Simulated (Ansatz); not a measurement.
# Transmission past a defect: Ag wire along [110], 3 atoms a period, Pd in place of one Ag, part 2 of 3

What does the defect do to the conductance?

Ansatz 0.2.0; DFT PBE, plane waves, PAW; relaxation of a wire's period (the session's first sound run).

So far, conductance of the lead as this run defines it (G₀): step 3 (bands of the perfect wire) 3.00.

### 4. Relaxation of the scattering region

This step: DFT PBE, plane waves, PAW; relaxation of a junction in a wire, ends held (Ansatz 0.2.0).

System of this step: Ag wire along [110], 3 atoms a period, Pd in place of one Ag. The cell holds 27 atoms: 26 Ag and 1 Pd. Its edges and angles: a = 8.875 Å, b = 9.734 Å, c = 24.632 Å, α = 90.0°, β = 90.0°, γ = 90.0°. Regions: held atoms, 18 atoms (18 Ag); free atoms, 9 atoms (8 Ag and 1 Pd). Vacuum lies along a and b. The structure's axis is c.

9 atoms at the defect are free to relax, while 18 stay where the perfect wire has them, so that the ends still repeat as a lead.

Input file input.yaml:

```yaml
crystal:
  lattice:
    - [8.875, 0.0, 0.0]
    - [0.0, 9.734, 0.0]
    - [0.0, 0.0, 24.6323968904]
  atoms:
    - { symbol: Ag, position: [0.385212037, 0.647460533, 0.0] }
    - { symbol: Ag, position: [0.385212037, 0.352590129, 0.0] }
    - { symbol: Ag, position: [0.612674518, 0.500025331, 0.055555556] }
    - { symbol: Ag, position: [0.385212037, 0.647460533, 0.111111111] }
    - { symbol: Ag, position: [0.385212037, 0.352590129, 0.111111111] }
    - { symbol: Ag, position: [0.612674518, 0.500025331, 0.166666667] }
    - { symbol: Ag, position: [0.385212037, 0.647460533, 0.222222222] }
    - { symbol: Ag, position: [0.385212037, 0.352590129, 0.222222222] }
    - { symbol: Ag, position: [0.612674518, 0.500025331, 0.277777778] }
    - { symbol: Ag, position: [0.385212037, 0.647460533, 0.333333333] }
    - { symbol: Ag, position: [0.385212037, 0.352590129, 0.333333333] }
    - { symbol: Ag, position: [0.612674518, 0.500025331, 0.388888889] }
    - { symbol: Ag, position: [0.385212037, 0.647460533, 0.444444444] }
    - { symbol: Pd, position: [0.385212037, 0.352590129, 0.444444444], spin: 0.6 }
    - { symbol: Ag, position: [0.612674518, 0.500025331, 0.5] }
    - { symbol: Ag, position: [0.385212037, 0.647460533, 0.555555556] }
    - { symbol: Ag, position: [0.385212037, 0.352590129, 0.555555556] }
    - { symbol: Ag, position: [0.612674518, 0.500025331, 0.611111111] }
    - { symbol: Ag, position: [0.385212037, 0.647460533, 0.666666667] }
    - { symbol: Ag, position: [0.385212037, 0.352590129, 0.666666667] }
    - { symbol: Ag, position: [0.612674518, 0.500025331, 0.722222222] }
    - { symbol: Ag, position: [0.385212037, 0.647460533, 0.777777778] }
    - { symbol: Ag, position: [0.385212037, 0.352590129, 0.777777778] }
    - { symbol: Ag, position: [0.612674518, 0.500025331, 0.833333333] }
    - { symbol: Ag, position: [0.385212037, 0.647460533, 0.888888889] }
    - { symbol: Ag, position: [0.385212037, 0.352590129, 0.888888889] }
    - { symbol: Ag, position: [0.612674518, 0.500025331, 0.944444444] }
magnetization:
  spin_polarized: true
kpoints:
  mp_grid: { grid: [1, 1, 2] }
scf:
  occupations: { method: fermi_dirac, width: 0.1 }
hamiltonian:
  xc: pbe
relax:
  constraints:
    - { sites: [0, 1, 2, 3, 4, 5, 6, 7, 8, 18, 19, 20, 21, 22, 23, 24, 25, 26] }
  f_tol: 0.04
  max_steps: 35
```

The run is started by

```console
ansatz run input.yaml --threads 16 --pin off --max-ram 61440MiB --backend cuda --events-out ev --progress --plain --runs-dir out
```

Numbers of over 12 decimals in the logs are rounded to 6 here.

The log of the run:

```text
Warning: crystal.symmetry: narrowed to the stabiliser of the relax constraints — unitary ops 2 → 1; lowered at sites 8, 17 (the operations that carried what is held of a site onto what its image site leaves free; the constrained walk keeps no symmetry that its constraints do not admit)
[...]
Crystal: 27 atoms, lattice volume = 2127.974 Å³
Basis set: ecut = 420 eV, 41571 PW (Γ), exchange–correlation on 120×144×360 points (8 copies of the dense FFT grid, shifted against one another)
Bands: 308, of which v1, the nominal top of the filled ones, is band 256 counted from 1 (255 counted from 0)
Symmetry: 1 space group operations
k-points: 2
[...]
Starting moments: Σ|m| = 0.6 μB on 1 of 27 sites
[...]
SCF iter   1: F=—  HF=-204307.885969 eV  |F-HF|=—  |Δ(HF+E_count)|=         —  Δρ=2.14e-2 (↑1.64e-2 ↓2.14e-2)  dr2=7.33e1  dr2_m=2.12e-1  M=1.353 μB ∫|m|=1.525 μB  β_m=1.00  ethr=3.10e-3  ⟨swp⟩=6.0  Hψ=4828  notcnv=0  defer=28
[...]
spin=Collinear: LDOS preconditioning applied to the charge; magnetization (m = ρ↑ − ρ↓) channel mixes plain (no charge-response kernel on spin).
SCF iter   2: F=—  HF=-204304.229023 eV  |F-HF|=—  |Δ(HF+E_count)|=    3.66e0  Δρ=1.79e-2 (↑1.08e-2 ↓1.79e-2)  dr2=5.14e1  dr2_m=2.91e-1  M=2.050 μB ∫|m|=2.361 μB  β_m=1.00  ethr=3.10e-3  ⟨swp⟩=2.0  Hψ=2100  notcnv=0  defer=100
[...]
SCF iter   8: F=—  HF=-204303.125011 eV  |F-HF|=—  |Δ(HF+E_count)|=   3.99e-2  Δρ=2.81e-3 (↑2.52e-3 ↓2.81e-3)  dr2=5.30e-3  dr2_m=1.38e-1  M=0.188 μB ∫|m|=0.350 μB  β_m=0.30  ethr=8.65e-7  ⟨swp⟩=2.5  Hψ=2130  notcnv=0  defer=103
[...]
spin-set hold released at iteration 8 (site moments contracting): the magnetisation degrees of freedom join the quasi-Newton model from the next iteration; the mixer history was flushed
[...]
SCF 1 converged in 15 iterations: F = -204303.180997 eV  dr2 = 7.07e-8
[...]
relax step   2: F+E_penalty+E_count = -204303.25465868 eV  Δ(F+E_penalty+E_count) = -7.366e-2 eV  max|allowed force component| = 3.555e-1 eV/Å  Δτ_max = 0.1949 Å  (11 SCF iters, dr2 threshold 3.49e-5 eV, accepted)
[...]
SCF 4 converged in 16 iterations: F = -204303.326505 eV  dr2 = 1.72e-8
[...]
relax step   5: F+E_penalty+E_count = -204303.37517596 eV  Δ(F+E_penalty+E_count) = -4.867e-2 eV  max|allowed force component| = 1.574e-1 eV/Å  Δτ_max = 0.1954 Å  (13 SCF iters, dr2 threshold 1.64e-6 eV, accepted)
[...]
SCF 7 converged in 15 iterations: F = -204303.436736 eV  dr2 = 2.31e-7
[...]
relax step   8: F+E_penalty+E_count = -204303.43673606 eV  Δ(F+E_penalty+E_count) = -2.448e-8 eV  max|allowed force component| = 3.785e-2 eV/Å  Δτ_max = 0.0000 Å  (5 SCF iters, accepted)
[...]
SCF 10 converged in 14 iterations: F = -204303.453097 eV  dr2 = 1.27e-8
[...]
relax step  11: F+E_penalty+E_count = -204303.45493881 eV  Δ(F+E_penalty+E_count) = -1.842e-3 eV  max|allowed force component| = 1.211e-1 eV/Å  Δτ_max = 0.1949 Å  (11 SCF iters, dr2 threshold 2.31e-6 eV, accepted)
[...]
SCF 13 converged in 13 iterations: F = -204303.457190 eV  dr2 = 8.92e-9
[...]
Free energy (F): -204303.457190 eV
[...]
Internal energy: -204303.022835 eV  (E = F + TS)
E sigma→0 (E₀):  -204303.240013 eV
Entropy (-TS):   -0.434355 eV (-16.087 meV/atom)
Fermi energy:    0.285560 eV
[...]
--- Forces (eV/Å), atoms counted from 1 ---
  atom   1  Ag     0.01719372    -0.02963788     0.00785650
  atom   2  Ag     0.02122961     0.02584920    -0.02590083
  atom   3  Ag    -0.02615503    -0.00601450     0.00544740
  atom   4  Ag     0.01131913    -0.02747081     0.00968306
  atom   5  Ag     0.01962322     0.02724567     0.02329056
  atom   6  Ag    -0.04167023     0.01429897     0.02909010
  atom   7  Ag     0.06099591    -0.03568815     0.34265993
  atom   8  Ag     0.02701865     0.03585233     0.25991452
  atom   9  Ag    -0.07323621    -0.00160834    -0.03495508
  atom  10  Ag    -0.00459868     0.00438185    -0.00405990
  atom  11  Ag     0.00065797    -0.00085875     0.00051102
  atom  12  Ag    -0.00108788    -0.00332055    -0.01141666
  atom  13  Ag    -0.00039604    -0.00103445     0.00061257
  atom  14  Pd     0.00533646     0.00367047    -0.00057534
  atom  15  Ag    -0.00019820    -0.00334675     0.00835179
  atom  16  Ag    -0.00434853     0.00431121     0.00535317
  atom  17  Ag     0.00031316    -0.00041992    -0.00015359
  atom  18  Ag    -0.00190753     0.00035373     0.00412964
  atom  19  Ag     0.02677506    -0.00669348    -0.32874414
  atom  20  Ag    -0.00664756     0.00613763    -0.24616226
  atom  21  Ag    -0.04105850     0.01412094    -0.02570332
  atom  22  Ag     0.01180156    -0.02708312    -0.00871123
  atom  23  Ag     0.02008354     0.02682229    -0.02232237
  atom  24  Ag    -0.02446473    -0.00614555    -0.00480600
  atom  25  Ag     0.01689811    -0.02978700    -0.00824864
  atom  26  Ag     0.02094134     0.02593908     0.02553905
  atom  27  Ag    -0.03444295    -0.00976938    -0.00068810
  max |Σ_I F_I| component: 1.05e-4 eV/Å
--- Relaxed structure (13 steps of the walk, 13 accepted, 0 SCFs on fresh bases) ---
  F+E_penalty+E_count = -204303.45719038 eV   max|allowed force component| = 1.142e-2 eV/Å
  atoms:
    - { symbol: Ag, position: [0.385212037, 0.647460533, -5.555554023504737e-11] }
    - { symbol: Ag, position: [0.385212037, 0.352590, -5.555554023504737e-11] }
    - { symbol: Ag, position: [0.612675, 0.500025331, 0.055556] }
    - { symbol: Ag, position: [0.385212037, 0.647460533, 0.111111] }
    - { symbol: Ag, position: [0.385212037, 0.352590, 0.111111] }
    - { symbol: Ag, position: [0.612675, 0.500025331, 0.166667] }
    - { symbol: Ag, position: [0.385212037, 0.647460533, 0.222222] }
    - { symbol: Ag, position: [0.385212037, 0.352590, 0.222222] }
    - { symbol: Ag, position: [0.612675, 0.500025331, 0.277778] }
    - { symbol: Ag, position: [0.395484, 0.635255, 0.342195] }
    - { symbol: Ag, position: [0.400726, 0.349084, 0.339053] }
    - { symbol: Ag, position: [0.645804, 0.490601, 0.388683] }
    - { symbol: Ag, position: [0.505064, 0.720538, 0.444275] }
    - { symbol: Pd, position: [0.380918, 0.467792, 0.444205] }
    - { symbol: Ag, position: [0.644596, 0.490524, 0.500313] }
    - { symbol: Ag, position: [0.393647, 0.635565, 0.546137] }
    - { symbol: Ag, position: [0.398477, 0.349114, 0.549449] }
    - { symbol: Ag, position: [0.608755, 0.500024, 0.611071] }
    - { symbol: Ag, position: [0.385212037, 0.647460533, 0.666667] }
    - { symbol: Ag, position: [0.385212037, 0.352590, 0.666667] }
    - { symbol: Ag, position: [0.612675, 0.500025331, 0.722222] }
    - { symbol: Ag, position: [0.385212037, 0.647460533, 0.777778] }
    - { symbol: Ag, position: [0.385212037, 0.352590, 0.777778] }
    - { symbol: Ag, position: [0.612675, 0.500025331, 0.833333] }
    - { symbol: Ag, position: [0.385212037, 0.647460533, 0.888889] }
    - { symbol: Ag, position: [0.385212037, 0.352590, 0.888889] }
    - { symbol: Ag, position: [0.612675, 0.500025331, 0.944444] }
```

It took 13 s on 1 × NVIDIA GB200 with 16 threads of Arm Neoverse V2, shared host; peak memory 1.8 GiB.

Step by step:

| step | energy less that of the first step (eV) | largest force component (eV/Å) |
| --- | --- | --- |
| 1 | 0.0000 | 0.7476 |
| 2 | -0.0737 | 0.3555 |
| 3 | -0.1048 | 0.0503 |
| 4 | -0.1455 | 0.1619 |
| 5 | -0.1942 | 0.1574 |
| 6 | -0.2370 | 0.0930 |
| 7 | -0.2557 | 0.0377 |
| 8 | -0.2557 | 0.0379 |
| 9 | -0.2657 | 0.0376 |
| 10 | -0.2721 | 0.0484 |
| 11 | -0.2739 | 0.1211 |
| 12 | -0.2756 | 0.0496 |
| 13 | -0.2762 | 0.0114 |

The atoms that moved most (Å):

| atom | dx | dy | dz | length |
| --- | --- | --- | --- | --- |
| Ag13 | 1.064 | 0.711 | -0.004 | 1.280 |
| Pd14 | -0.038 | 1.121 | -0.006 | 1.122 |
| Ag12 | 0.294 | -0.092 | -0.005 | 0.308 |
| Ag15 | 0.283 | -0.092 | 0.008 | 0.298 |
| Ag16 | 0.075 | -0.116 | -0.232 | 0.270 |
| Ag10 | 0.091 | -0.119 | 0.218 | 0.265 |
| Ag11 | 0.138 | -0.034 | 0.141 | 0.200 |
| Ag17 | 0.118 | -0.034 | -0.150 | 0.194 |

This step gave:

| Property | Result |
| --- | --- |
| energy at zero smearing | -204303.2400 eV |

The largest force component on a free atom ends at 0.011 eV/Å, under the limit of 0.04. Pd ends nearest to Ag at 2.70 Å, Ag at 2.73 Å, Ag at 2.73 Å, Ag at 2.84 Å, Ag at 2.84 Å, Ag at 3.00 Å and Ag at 3.00 Å. 1 atom of the wire itself, hydrogen apart, moved by over 0.45 Å, up to 1.28 Å.

### 5. Transmission between the leads

This step: DFT PBE, plane waves, PAW; transmission of a junction in a wire (Ansatz 0.2.0).

The cell is now read as a scatterer between two semi-infinite leads, named by two sites one period apart. The scattering states in its self-consistent potential are matched to the leads' states at each energy. One point across is taken, as for a wire in vacuum.

Input file input.yaml:

```yaml
crystal:
  lattice:
    - [8.875, 0.0, 0.0]
    - [0.0, 9.734, 0.0]
    - [0.0, 0.0, 24.6323968904]
  atoms:
    - { symbol: Ag, position: [0.385212037, 0.647460533, -1.0e-10] }
    - { symbol: Ag, position: [0.385212037, 0.352590129, -1.0e-10] }
    - { symbol: Ag, position: [0.612674518, 0.500025331, 0.0555555559] }
    - { symbol: Ag, position: [0.385212037, 0.647460533, 0.1111111109] }
    - { symbol: Ag, position: [0.385212037, 0.352590129, 0.1111111109] }
    - { symbol: Ag, position: [0.612674518, 0.500025331, 0.1666666669] }
    - { symbol: Ag, position: [0.385212037, 0.647460533, 0.2222222219] }
    - { symbol: Ag, position: [0.385212037, 0.352590129, 0.2222222219] }
    - { symbol: Ag, position: [0.612674518, 0.500025331, 0.2777777779] }
    - { symbol: Ag, position: [0.3954840354, 0.635254734, 0.3421949293] }
    - { symbol: Ag, position: [0.400725737, 0.3490837093, 0.3390532405] }
    - { symbol: Ag, position: [0.6458036263, 0.490601037, 0.3886828731] }
    - { symbol: Ag, position: [0.5050639323, 0.7205379815, 0.4442750584] }
    - { symbol: Pd, position: [0.3809177383, 0.4677922399, 0.4442045557] }
    - { symbol: Ag, position: [0.6445959994, 0.4905236226, 0.5003128841] }
    - { symbol: Ag, position: [0.3936472267, 0.6355649926, 0.546136571] }
    - { symbol: Ag, position: [0.3984769811, 0.3491139693, 0.5494490772] }
    - { symbol: Ag, position: [0.6087552666, 0.5000244584, 0.6110708682] }
    - { symbol: Ag, position: [0.385212037, 0.647460533, 0.6666666669] }
    - { symbol: Ag, position: [0.385212037, 0.352590129, 0.6666666669] }
    - { symbol: Ag, position: [0.612674518, 0.500025331, 0.7222222219] }
    - { symbol: Ag, position: [0.385212037, 0.647460533, 0.7777777779] }
    - { symbol: Ag, position: [0.385212037, 0.352590129, 0.7777777779] }
    - { symbol: Ag, position: [0.612674518, 0.500025331, 0.8333333329] }
    - { symbol: Ag, position: [0.385212037, 0.647460533, 0.8888888889] }
    - { symbol: Ag, position: [0.385212037, 0.352590129, 0.8888888889] }
    - { symbol: Ag, position: [0.612674518, 0.500025331, 0.9444444444] }
kpoints:
  mp_grid: { grid: [1, 1, 4] }
scf:
  occupations: { method: fermi_dirac, width: 0.05 }
hamiltonian:
  xc: pbe
output:
  transmission:
    e_range: [-1.5, 1.5]
    de: 0.035
    kmesh: [1, 1]
    reduced_basis: true
    leads: [[24, 0]]
  dos: { projected: true, e_range: [-4, 3] }
  write_potential: true
  write_density: true
  volumetric_format: npy
  elf: true
```

The log of the run:

```text
[...]
Crystal: 27 atoms, lattice volume = 2127.974 Å³
Basis set: ecut = 420 eV, 41571 PW (Γ)
Bands: 308, of which v1, the nominal top of the filled ones, is band 256 counted from 1 (255 counted from 0)
Symmetry: 1 space group operations
[...]
k-points: 3 of 4 (time reversal used)
[...]
SCF iter   1: F=—  HF=-204303.257587 eV  |F-HF|=—  |Δ(HF+E_count)|=         —  Δρ=2.80e-3  dr2=5.43e-1  ethr=1.77e-3  ⟨swp⟩=6.3  Hψ=3623  notcnv=0  defer=61
[...]
SCF iter   9: F=-204303.239285 eV  HF=-204303.239285 eV  |F-HF|=1.40e-9  |Δ(HF+E_count)|=   2.13e-7  Δρ=1.22e-6  dr2=4.20e-8  ethr=1.95e-11  ⟨swp⟩=15.3  Hψ=3695  notcnv=0
SCF 1 converged in 9 iterations: F = -204303.239285 eV  dr2 = 4.20e-8
[...]
transmission: 4 of 32 steps passed
transmission: 7 of 32 steps passed
[...]
transmission: 32 of 32 steps passed
[...]
SCF converged after 9 iterations
[...]
--- Transmission ---
  basis      : 753 plane waves across, 32 finite elements along
  points     : 1, standing for a mesh of 1 x 1
  on the GPU : 1 of these points
[...]
crystal 0  : Ag3, at the sites [24, 0], period 2.7369 Å, over 16.42 Å; its Hamiltonian steps by up to 11.7 meV
[...]
filled         : 11.0 meV over the level at which it is neutral
    channels       : 3.000000e0 a spin
[...]
junction   : crystal 0 to crystal 0, -0.68 to 21.21 Å
    transmission   : 2.819659e0 a spin
    conductance    : 2.5238e14 S/m² at 300 K (2.5234e14 on every other energy)
    error estimate : 0.0 % from the energy spacing and 0.0 % from band edges of the leads and from resonances (wavevectors taken as independent; lower de), 0.4 % from the steps of its leads' Hamiltonians or their offsets (lay more layers), 0.2 % from the distance to neutral
    resistance     : 2.4579e-4 Ω µm² beyond half of each lead's own
```

Elapsed: 21 s, on 1 × NVIDIA GB200 with 16 threads; peak memory 8.1 GiB.

Numbers from this step:

```
energy at zero smearing                             : -204303.1814 eV
transmission at the Fermi level (a spin, zone mean) : 2.820
potential step in the lower lead                    : 11.7 meV
conductance of the junction                         : 2.814 G₀
```

(Part 2 of 3 ends here.)

[Logs are printed without paths, hosts, clocks, repeated set-up lines and the standing remarks that a program may print on its own settings, such as how far it seeks lower states.]

[Hosts, paths, dates, database ids (printed as entryN), source tags and the programs' standing remarks are cut or masked in the printed files.]
